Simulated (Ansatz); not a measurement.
# Sb (Im-3m) in Ansatz: notebook

Aim: see how the results for Sb move with the level of theory and the settings. Levels: PBEsol0, B3LYP. Tasks: single point, relaxation of cell and atoms.

Everything below comes from runs of Ansatz 0.2.0. Logs are shortened: lines on timing, memory, paths and dates and some standing lists are left out, and cuts for length are marked.

### Step 1. The structure

Symmetry: Im-3m, No. 229, cubic system. The conventional cell has a = 3.743 Å, b = 3.743 Å, c = 3.743 Å, α = 90.00°, β = 90.00°, γ = 90.00°. Around Sb (site symmetry m-3m) lie 8 Sb at 3.24 Å.

This isn't the form of Sb at room conditions, which is rhombohedral.

### Step 2. Single point, PBEsol0

input reads:

```
crystal:
  lattice:
    - [-1.8713408863, 1.8713408863, 1.8713408863]
    - [1.8713408863, -1.8713408863, 1.8713408863]
    - [1.8713408863, 1.8713408863, -1.8713408863]
  atoms:
    - { symbol: Sb, position: [0.0, 0.0, 0.0] }
hamiltonian:
  xc: { exchange: pbesol, correlation: pbesol, exx: { coeff: 0.25 } }
  pseudopotentials: { kind: paw }
kpoints:
  mp_grid: { grid: [5, 5, 5] }
scf:
  occupations: { method: fermi_dirac, width: 0.05 }
output:
  forces: true
  stress: true
  eigenvalues: true
```

Potentials or basis: Ansatz PAW.

Output:

```text
Warning: output.stress: scf.convergence.dr2_threshold = 1e-7 eV (the SCF's general default) is looser than the 1e-10 eV advised for a printed stress (1e-10 eV for each atom of the cell: 1). What an SCF threshold leaves in a stress goes as its square root, and in the free energy as the threshold itself, and one threshold admits the most on a small cell: of the crystals measured, under no hybrid functional and no lock of the moments, on runs that ended without the residual-converged pass, on stresses that held no estimate of that error, the worst erred by over 100 MPa in a component at 1e-7 eV an atom and by under 5 at 1e-10. Set scf.convergence.dr2_threshold to 1e-10 eV or tighter. The threshold is an SCF's pass mark: one that does not reach it within its budget of iterations ends unconverged, or closes short of it on a stop that the run arms, and scf.convergence.dr2_threshold's page says what that costs each kind of run
Warning: output.stress: scf.exx.energy_threshold = 1e-6 eV is looser than the 1e-8 eV advised for a stress under a hybrid functional (1e-8 eV for each atom of the cell: 1). Every SCF of the exchange loop can meet its threshold on dr2 while the loop round them stops early: no threshold on dr2 bounds what that leaves in the stress. Set scf.exx.energy_threshold to 1e-8 eV or tighter. The threshold is the loop's pass mark: a loop that does not reach it within its budget of cycles ends unconverged, and scf.exx.energy_threshold's page has the law
GPUs: using 1 of 1 available (devices: 1).
Engine: ansatz 0.2.0, x86_64-unknown-linux-gnu
Pseudopotentials: kind: paw
Pseudopotential: Sb, paw, valence charge 15, recommended cutoff 420 eV (normal), Sb.paw.azcp
Functional definition: unnamed
  parameter a_1 = 0.25
  exchange = (1 - a_1)*pbe_x(mu = 0.12345679012345678) + a_1*exact_x
  correlation = pbe_c(beta = 0.046)
device memory: the entry about to start is reckoned to put 0.5 GiB on a device that reports 70.8 GiB free (of which the cap on the GPU budget leaves the run 18.0 GiB)
GPU FFT provider: cuFFT
GPU libraries: cuBLAS 13.8.2, cuFFT 12.4.0, cuSOLVER 12.3.4
Crystal: 1 atoms, lattice volume = 26.213 Å³
Basis set: ecut = 420 eV, 531 PW (Γ), exchange–correlation on 48×48×48 points (8 copies of the dense FFT grid, shifted against one another)
Bands: 12, of which v1, the nominal top of the filled ones, is band 8 counted from 1 (7 counted from 0)
Symmetry: 48 space group operations
Space group: Im-3m (ITA 229), of the structure as read, at distance tolerance 3.0e-5 Å
k-points: 10 of 125
Non-local potential: Sb, projectors of the file, l = 0: 2, l = 1: 2, l = 2: 2, l = 3: 2
PAW form: soft (Blöchl's): semilocal exchange-correlation on the pseudo side does not see the compensation charge
PAW frozen core: Sb, regenerated for the run's functional, and the local potential with it (the file was generated under x = pbe(κ = 0.804, μ = 0.2195149727645171), c = pbe(β = 0.06672455060314922))
PAW one-centre angular grid: Sb, 590 points (default); XC on 64 Gauss nodes
Initial density: superposition of atomic densities (neutral atoms: chi_scale 0, normalization atom), corrected by the library's trained network
Initial wavefunctions: pseudopotential atomic-orbital guess
GPU buffer pool allocated for 13824 grid points (all kernels)
GPU transforms: local potential and band sums: pruned to the plane-wave sphere, on 24×24×24
Functional: x = pbesol(κ = 0.804, μ = 0.12345679012345678), c = pbesol(β = 0.046), warm-up for x = 0.75 pbesol(κ = 0.804, μ = 0.12345679012345678) + 0.25 exact, c = pbesol(β = 0.046)
SCF iter   1: F=—  HF=-6407.882319 eV  |F-HF|=—  |Δ(HF+E_count)|=         —  Δρ=2.45e-3  dr2=1.41e-3  ethr=1.77e-3  ⟨swp⟩=11.0  Hψ=589  notcnv=1
preconditioner: auto → Kerker (q_TF=auto, 2.486 Å⁻¹)  [metal: Δε(μ)=0.032 eV  Ē_g=12.736 eV  σ=0.050 eV  W_gap=0.16  n_scr=12 (ndim 8)  ℏωp=16.2 eV  f_vac=0.000  D(μ)=3.70/eV (n_scr^D=54)]
SCF iter   2: F=—  HF=-6407.881821 eV  |F-HF|=—  |Δ(HF+E_count)|=   4.98e-4  Δρ=1.13e-3  dr2=3.76e-4  ethr=9.42e-6  ⟨swp⟩=4.5  Hψ=345  notcnv=0  defer=1
SCF iter   3: F=—  HF=-6407.881695 eV  |F-HF|=—  |Δ(HF+E_count)|=   1.26e-4  Δρ=3.33e-4  dr2=4.00e-5  ethr=2.51e-6  ⟨swp⟩=3.1  Hψ=228  notcnv=0  defer=1
iter 4 solved again at ethr=1.50e-9 eV; its pass at ethr=2.67e-7 eV (dr2=2.25e-7 eV) is discarded
SCF iter   4: F=—  HF=-6407.881683 eV  |F-HF|=—  |Δ(HF+E_count)|=   1.13e-5  Δρ=4.30e-5  dr2=2.27e-7  ethr=1.50e-9  ⟨swp⟩=3.8  Hψ=496  notcnv=0
SCF iter   5: F=—  HF=-6407.881683 eV  |F-HF|=—  |Δ(HF+E_count)|=   3.06e-8  Δρ=8.25e-6  dr2=1.39e-8  ethr=1.50e-9  ⟨swp⟩=2.0  Hψ=195  notcnv=0
SCF iter   6: F=-6407.881683 eV  HF=-6407.881683 eV  |F-HF|=2.55e-11  |Δ(HF+E_count)|=   4.03e-9  Δρ=1.98e-6  dr2=6.43e-10  ethr=9.28e-11  ⟨swp⟩=3.0  Hψ=209  notcnv=0
SCF 1 converged in 6 iterations: F = -6407.881683 eV  dr2 = 6.43e-10
device memory: the entry about to start is reckoned to put 1.2 GiB on a device that reports 70.3 GiB free (of which the cap on the GPU budget leaves the run 18.0 GiB)
GPU FFT provider: cuFFT
GPU libraries: cuBLAS 13.8.2, cuFFT 12.4.0, cuSOLVER 12.3.4
Initial density: handed on by an earlier stage of this run
Initial wavefunctions: those handed on with the density
[... 35 lines left out ...]
Frozen-core exchange: fock
SCF iter   1: F=—  HF=-6432.701754 eV  |F-HF|=—  |Δ(HF+E_count)|=         —  Δρ=4.57e-4  dr2=1.30e-4  ethr=6.19e-4  ⟨swp⟩=2.0  Hψ=240  notcnv=0
preconditioner: auto → none  [insulator: Δε(μ)=0.438 eV  Ē_g=14.724 eV  σ=0.050 eV  W_gap=0.89  n_scr=12 (ndim 8)  ℏωp=16.2 eV  f_vac=0.000  D(μ)=0.74/eV (n_scr^D=0)]
SCF iter   2: F=-6432.701731 eV  HF=-6432.701731 eV  |F-HF|=1.72e-7  |Δ(HF+E_count)|=   2.28e-5  Δρ=7.35e-5  dr2=7.11e-5  ethr=3.90e-7  ⟨swp⟩=2.6  Hψ=202  notcnv=0
SCF 4 stopped early in 2 iterations: F = -6432.701731 eV  dr2 = 7.11e-5
hybrid outer 3: dexx = +1.086e-3 eV, tail = inf eV, Δε = 1.20e-1 eV (about 3.47e-2 eV left of the loop's levels)
GPU FFT provider: cuFFT
GPU libraries: cuBLAS 13.8.2, cuFFT 12.4.0, cuSOLVER 12.3.4
GPU buffer pool allocated for 13824 grid points (all kernels)
GPU transforms: local potential and band sums: pruned to the plane-wave sphere, on 24×24×24
Exchange kernel: α = 0.2500, full range, Wigner–Seitz truncation, v(0) = 7649.1929 eV·Å³, q-mesh 5×5×5, nearest image of the exchange supercell L = 16.21 Å, pair-density grid 15×15×15, without the augmentation charges, whose exchange is taken in its separable form by FFT convolution over the k-point mesh (sized by the pseudopotential files, 18×18×18 at the most), smooth part of the exact exchange by density-matrix convolution in up to 876.0 MiB of GPU memory as planned if the GPU has room (build and FFT work areas not counted)
Frozen-core exchange: fock
SCF iter   1: F=—  HF=-6432.702815 eV  |F-HF|=—  |Δ(HF+E_count)|=         —  Δρ=6.46e-5  dr2=2.83e-6  ethr=4.75e-6  ⟨swp⟩=2.0  Hψ=240  notcnv=0
preconditioner: auto → none  [insulator: Δε(μ)=0.518 eV  Ē_g=14.729 eV  σ=0.050 eV  W_gap=0.90  n_scr=12 (ndim 8)  ℏωp=16.2 eV  f_vac=0.000  D(μ)=0.72/eV (n_scr^D=0)]
SCF iter   2: F=—  HF=-6432.702815 eV  |F-HF|=—  |Δ(HF+E_count)|=   2.38e-7  Δρ=1.02e-5  dr2=1.89e-6  ethr=6.18e-9  ⟨swp⟩=3.0  Hψ=236  notcnv=0
SCF iter   3: F=—  HF=-6432.702854 eV  |F-HF|=—  |Δ(HF+E_count)|=   3.85e-5  Δρ=1.59e-5  dr2=1.03e-7  ethr=1.30e-10  ⟨swp⟩=4.5  Hψ=403  notcnv=0
SCF iter   4: F=—  HF=-6432.702854 eV  |F-HF|=—  |Δ(HF+E_count)|=   4.15e-8  Δρ=1.69e-6  dr2=1.38e-8  ethr=1.30e-10  ⟨swp⟩=4.0  Hψ=267  notcnv=0
SCF iter   5: F=-6432.702854 eV  HF=-6432.702854 eV  |F-HF|=9.39e-10  |Δ(HF+E_count)|=   1.01e-7  Δρ=2.42e-6  dr2=2.03e-9  ethr=3.08e-12  ⟨swp⟩=5.0  Hψ=359  notcnv=0
SCF 5 converged in 5 iterations: F = -6432.702854 eV  dr2 = 2.03e-9
  Residual-converged pass: ⟨swp⟩=1.8  Hψ=141  notcnv=0  max |occ|·‖R‖ = 2.4e-6 eV (tolerance 2.4e-6 eV)  dr2=2.03e-9  dr2_onsite=1.14e-10  max |Δocc| = 2.8e-16
hybrid outer 4: dexx = +2.844e-6 eV, tail = 2.93e-7 eV, Δε = 3.82e-2 eV (about 3.77e-3 eV left of the loop's levels)
GPU FFT provider: cuFFT
GPU libraries: cuBLAS 13.8.2, cuFFT 12.4.0, cuSOLVER 12.3.4
GPU buffer pool allocated for 13824 grid points (all kernels)
GPU transforms: local potential and band sums: pruned to the plane-wave sphere, on 24×24×24
Exchange kernel: α = 0.2500, full range, Wigner–Seitz truncation, v(0) = 7649.1929 eV·Å³, q-mesh 5×5×5, nearest image of the exchange supercell L = 16.21 Å, pair-density grid 15×15×15, without the augmentation charges, whose exchange is taken in its separable form by FFT convolution over the k-point mesh (sized by the pseudopotential files, 18×18×18 at the most), smooth part of the exact exchange by density-matrix convolution in up to 876.0 MiB of GPU memory as planned if the GPU has room (build and FFT work areas not counted)
Frozen-core exchange: fock
SCF iter   1: F=—  HF=-6432.702854 eV  |F-HF|=—  |Δ(HF+E_count)|=         —  Δρ=2.68e-6  dr2=2.35e-9  ethr=8.89e-10  ⟨swp⟩=4.4  Hψ=276  notcnv=0
preconditioner: auto → none  [insulator: Δε(μ)=0.520 eV  Ē_g=14.729 eV  σ=0.050 eV  W_gap=0.90  n_scr=12 (ndim 8)  ℏωp=16.2 eV  f_vac=0.000  D(μ)=0.72/eV (n_scr^D=0)]
SCF iter   2: F=-6432.702854 eV  HF=-6432.702854 eV  |F-HF|=3.64e-12  |Δ(HF+E_count)|=   1.07e-9  Δρ=1.30e-7  dr2=4.03e-12  ethr=1.56e-11  ⟨swp⟩=3.0  Hψ=220  notcnv=0
SCF 6 converged in 2 iterations: F = -6432.702854 eV  dr2 = 4.03e-12
  Residual-converged pass: ⟨swp⟩=2.2  Hψ=196  notcnv=0  max |occ|·‖R‖ = 2.3e-6 eV (tolerance 2.4e-6 eV)  dr2=4.19e-12  dr2_onsite=3.04e-12  max |Δocc| = 1.3e-14
hybrid outer 5: dexx = +3.720e-11 eV, tail = 1.74e-11 eV, Δε = 1.20e-4 eV (about 2.73e-5 eV left of the loop's levels), ΔF = 4.21e-30 eV/Å (tail 1.16e-30)
hybrid SCF converged: 5 outer / 19 inner (+6 warm-up), last move |dexx| = 3.72e-11 eV, tail = 1.74e-11 eV
Stability not checked: this state was not tested for a lower state beside it, because the functional holds exact exchange (a hybrid, or Hartree-Fock), whose exchange loop this test does not read (fock_operator; see scf.lower_state_search)
Free energy (F): -6432.702854 eV
Frozen-core exchange: fock
Harris-Foulkes:  -6432.702854 eV  (|F-HF|=3.64e-12)
Internal energy: -6432.696381 eV  (E = F + TS)
E sigma→0 (E₀):  -6432.699617 eV
Entropy (-TS):   -0.006473 eV (-6.473 meV/atom)
Fermi energy:    11.838832 eV
--- Per-component energies (eV) ---
  E_band       = -176.547060
  E_kinetic    = 206.402640
  E_local      = -1411.660706  (includes V_loc(G=0)·N_el)
  E_nonlocal   = 363.706557
  E_hartree    = 646.044540
  E_xc         = -106.362724
  E_vxc        = -75.075004  (∫ρ·V_xc dr)
  E_exx        = -46.491867  (= α·E_x^exact, valence–valence)
  E_paw        = -4509.424218  (= ΣΔE_a)
  E_vpaw       = -459.025928  (= ΣTr[D̂ρ^β])
  E_aug_tail   = -0.000002  (compensation charges beyond the density's cutoff)
  E_ewald      = -1575.184159
  E_core_change = 0.273558  (= ΣΔE_core)
  E_smearing   = -0.006473  (= −TS)
  E_closure    = -0.000000  (closes the sum)
  Σ components = -6432.702854   (vs F -6432.702854, Δ=9.09e-13)
--- Forces (eV/Å), atoms counted from 1 ---
  atom   1  Sb     0.00000000    -0.00000000     0.00000000
  max |Σ_I F_I| component: 9.99e-30 eV/Å
--- Stress (GPa, compression-positive) ---
       -4.066577       0.000000       0.000000
        0.000000      -4.066577       0.000000
        0.000000       0.000000      -4.066577
  P = ⅓ Tr σ = -4.0666 GPa (-40.666 kbar)
--- Band table (eV; the first three rows and the last of 10) ---
  k-point 0: bands = ["-20.4516", "-20.4516", "-20.4516", "-20.3632", "-20.3632", "-3.2312", "18.6488", "18.6488", "18.6488", "24.4327", "24.4327", "24.4327"]
  k-point 1: bands = ["-20.4603", "-20.4377", "-20.4057", "-20.3725", "-20.3659", "-2.2904", "13.4717", "16.4670", "17.8389", "21.1593", "21.5843", "24.2757"]
  k-point 2: bands = ["-20.4745", "-20.4308", "-20.3725", "-20.3703", "-20.3302", "0.4217", "6.4559", "14.4107", "16.6789", "19.5336", "20.0688", "26.2176"]
  k-point 9: bands = ["-20.4439", "-20.4359", "-20.3439", "-20.3439", "-20.3406", "3.7891", "9.3964", "9.7347", "9.7347", "15.7919", "18.0764", "29.2151"]
```

Wall time 6.2 s (1 × NVIDIA H100 80GB HBM3 with 2 threads of AMD EPYC 7R13 (Zen 3), shared host); peak memory 1.3 GiB.

What came out:

* Free energy: -6432.7029 eV
* Pressure: -4.1 GPa
* Band gap on the k mesh: none (metal or under the smearing width)

Levels at points of the mesh, in eV from the Fermi level:
| k point | band 3 | band 4 | band 5 | band 6 | band 7 | band 8 | band 9 | band 10 | band 11 | band 12 |
| --- | --- | --- | --- | --- | --- | --- | --- | --- | --- | --- |
| (0.00, 0.00, 0.00) | -32.29 | -32.20 | -32.20 | -15.07 | 6.81 | 6.81 | 6.81 | 12.59 | 12.59 | 12.59 |

Caveat: the k mesh is coarse (spacing up to 0.47 Å⁻¹), so the values aren't converged, least of all with exact exchange; the PAW data sets come from PBE, with cores solved anew for the run's functional, which leaves a small shift of forces and pressure; the thresholds are loose for stress.

### Step 3. Relaxation of cell and atoms, PBEsol0

Edit input of step 2 so:

```diff
@@ -18 +18,5 @@
   eigenvalues: true
+relax:
+  f_tol: 0.01
+  max_steps: 40
+  cell: { stress_tol: 0.05 }
```

Potentials or basis: Ansatz PAW.

Output:

```text
GPUs: using 1 of 1 available (devices: 1).
Engine: ansatz 0.2.0, x86_64-unknown-linux-gnu
Pseudopotentials: kind: paw
Pseudopotential: Sb, paw, valence charge 15, recommended cutoff 420 eV (normal), Sb.paw.azcp
Functional definition: unnamed
  parameter a_1 = 0.25
  exchange = (1 - a_1)*pbe_x(mu = 0.12345679012345678) + a_1*exact_x
  correlation = pbe_c(beta = 0.046)
device memory: the entry about to start is reckoned to put 0.5 GiB on a device that reports 70.8 GiB free (of which the cap on the GPU budget leaves the run 18.0 GiB)
GPU FFT provider: cuFFT
GPU libraries: cuBLAS 13.8.2, cuFFT 12.4.0, cuSOLVER 12.3.4
Crystal: 1 atoms, lattice volume = 26.213 Å³
Basis set: ecut = 420 eV, 531 PW (Γ), exchange–correlation on 48×48×48 points (8 copies of the dense FFT grid, shifted against one another)
Bands: 12, of which v1, the nominal top of the filled ones, is band 8 counted from 1 (7 counted from 0)
Symmetry: 48 space group operations
Space group: Im-3m (ITA 229), of the structure as read, at distance tolerance 3.0e-5 Å
k-points: 10 of 125
Non-local potential: Sb, projectors of the file, l = 0: 2, l = 1: 2, l = 2: 2, l = 3: 2
PAW form: soft (Blöchl's): semilocal exchange-correlation on the pseudo side does not see the compensation charge
PAW frozen core: Sb, regenerated for the run's functional, and the local potential with it (the file was generated under x = pbe(κ = 0.804, μ = 0.2195149727645171), c = pbe(β = 0.06672455060314922))
PAW one-centre angular grid: Sb, 590 points (default); XC on 64 Gauss nodes
Initial density: superposition of atomic densities (neutral atoms: chi_scale 0, normalization atom), corrected by the library's trained network
Initial wavefunctions: pseudopotential atomic-orbital guess
GPU buffer pool allocated for 13824 grid points (all kernels)
GPU transforms: local potential and band sums: pruned to the plane-wave sphere, on 24×24×24
Functional: x = pbesol(κ = 0.804, μ = 0.12345679012345678), c = pbesol(β = 0.046), warm-up for x = 0.75 pbesol(κ = 0.804, μ = 0.12345679012345678) + 0.25 exact, c = pbesol(β = 0.046)
[... 303 lines left out ...]
  E_hartree    = 630.589225
  E_xc         = -106.767627
  E_vxc        = -75.598993  (∫ρ·V_xc dr)
  E_exx        = -46.611302  (= α·E_x^exact, valence–valence)
  E_paw        = -4509.552774  (= ΣΔE_a)
  E_vpaw       = -459.224348  (= ΣTr[D̂ρ^β])
  E_aug_tail   = -0.000002  (compensation charges beyond the density's cutoff)
  E_ewald      = -1603.651868
  E_core_change = 0.273558  (= ΣΔE_core)
  E_smearing   = -0.006433  (= −TS)
  E_closure    = 0.000000  (closes the sum)
  Σ components = -6432.721285   (vs F -6432.721285, Δ=0.00e0)
--- Forces (eV/Å), atoms counted from 1 ---
  atom   1  Sb     0.00000000    -0.00000000    -0.00000000
  max |Σ_I F_I| component: 7.89e-30 eV/Å
--- Stress (GPa, compression-positive) ---
       -0.005129       0.000000       0.000000
       -0.000000      -0.005129       0.000000
        0.000000      -0.000000      -0.005129
  P = ⅓ Tr σ = -0.0051 GPa (-0.051 kbar)
--- Band table (eV; the first three rows and the last of 10) ---
  k-point 0: bands = ["-19.5644", "-19.5644", "-19.5644", "-19.4586", "-19.4586", "-2.8022", "20.0389", "20.0389", "20.0389", "25.6655", "25.6655", "25.6655"]
  k-point 1: bands = ["-19.5751", "-19.5482", "-19.5095", "-19.4698", "-19.4617", "-1.8130", "14.5458", "17.6695", "19.1019", "22.2661", "22.6271", "25.3521"]
  k-point 2: bands = ["-19.5925", "-19.5412", "-19.4697", "-19.4667", "-19.4191", "1.0776", "7.1536", "15.4816", "17.7990", "20.6826", "21.0823", "27.4795"]
  k-point 9: bands = ["-19.5569", "-19.5471", "-19.4358", "-19.4358", "-19.4317", "4.7023", "10.3489", "10.5336", "10.5336", "16.5977", "19.0260", "30.4069"]
--- Relaxed structure (4 steps of the walk, 4 accepted, 1 SCFs on fresh bases) ---
  F+E_penalty+E_count = -6432.72128548 eV   max|allowed force component| = 0.000e0 eV/Å   (the final SCF, on the basis selected at the relaxed cell)
  cell:  # Å, volume = 24.8418 Å³
    - [-1.838121216044068, 1.838121216044068, 1.838121216044068]
    - [1.838121216044068, -1.838121216044068, 1.838121216044068]
    - [1.838121216044068, 1.838121216044068, -1.838121216044068]
  atoms:
    - { symbol: Sb, position: [0.0, 0.0, 0.0] }
```

It took 17 s on 1 × NVIDIA H100 80GB HBM3 with 2 threads of AMD EPYC 7R13 (Zen 3), shared host; peak memory 1.3 GiB.

Results:

```
Free energy                            : -6432.7213 eV
Relaxed volume                         : 24.84 Å³/atom
Relaxed cell                           : a = 3.184 Å, b = 3.184 Å, c = 3.184 Å, α = 109.47°, β = 109.47°, γ = 109.47°
Space group after relaxing (to 0.05 Å) : Im-3m (No. 229)
Energy gained by relaxing              : 18.4 meV/atom
Ionic steps                            : 5
Pressure after relaxing                : 0.0 GPa
Band gap on the k mesh                 : none (metal or under the smearing width)
```

The path:
| step | energy change (eV) | largest force (eV/Å) | volume (Å³) |
| --- | --- | --- | --- |
| 1 | 0.0000 | 0.0000 | 26.21 |
| 2 | -0.0109 | 0.0000 | 24.00 |
| 3 | -0.0187 | 0.0000 | 24.93 |
| 4 | -0.0188 | 0.0000 | 24.84 |
| 5 | -0.0184 | 0.0000 | 24.84 |

Final structure:
```xyz
1
Lattice="-1.8381 1.8381 1.8381 1.8381 -1.8381 1.8381 1.8381 1.8381 -1.8381" Properties=species:S:1:pos:R:3 pbc="T T T"
Sb    0.0000    0.0000    0.0000
```

Caveat: the k mesh is coarse (spacing up to 0.47 Å⁻¹), so the values aren't converged, least of all with exact exchange; the plane-wave basis is chosen anew once the cell has moved, so the energies of steps on either side of that aren't comparable; the PAW data sets come from PBE, with cores solved anew for the run's functional, which leaves a small shift of forces and pressure. The run has no spin-orbit coupling, so splittings on Sb are missing.

(Continued in part 2 of 2.)
